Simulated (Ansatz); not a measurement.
SnO:

```
Sn O
1.0
     3.81370    0.00000    0.00000
     0.00000    3.81370    0.00000
     0.00000    0.00000    4.88691
Sn O
2 2
Direct
  0.50000 0.00000 0.76463
  0.00000 0.50000 0.23537
  0.00000 0.00000 0.00000
  0.50000 0.50000 0.00000
```

The cell is a database's computed one.

Base run:

| Item | Value |
| --- | --- |
| Program | Ansatz 0.2.0 |
| Functional | LDA |
| Potentials or basis | all-electron LAPW, scalar-relativistic |
| Cutoff | 318 eV |
| Density cutoff | 1273 eV |
| Basis error allowed | 0.002 eV/atom |
| k mesh | 7 × 7 × 6 |
| Occupations | fermi-dirac, width 0.05 eV |
| Spin | no spin polarisation |

Its results: band gap on the k mesh 0.46 eV, indirect (least direct gap 2.01 eV); pressure -3.3 GPa; largest force 0.236 eV/Å.

Question: After a change of settings the same cell gave: band gap on the k mesh 0.36 eV, indirect (least direct gap 1.99 eV); pressure -0.6 GPa; largest force 0.071 eV/Å. Which change was it?
A. functional from LDA to PBE; potentials or basis from all-electron LAPW, scalar-relativistic to all-electron PAW datasets made for the crystal
B. functional from LDA to PBE
C. functional from LDA to PBE; basis error allowed from 0.002 eV/atom to 0.001 eV/atom
D. functional from LDA to PBEsol; basis error allowed from 0.002 eV/atom to 0.001 eV/atom

Answer: D.

Caveats: spin-orbit coupling is left out, which moves the levels of the heavy elements; the mesh misses the band edges, which the band path finds closer together (some runs); an odd mesh through Γ misses points on the zone boundary, where band edges often lie (some runs).

Not every run made on this cell is shown here.
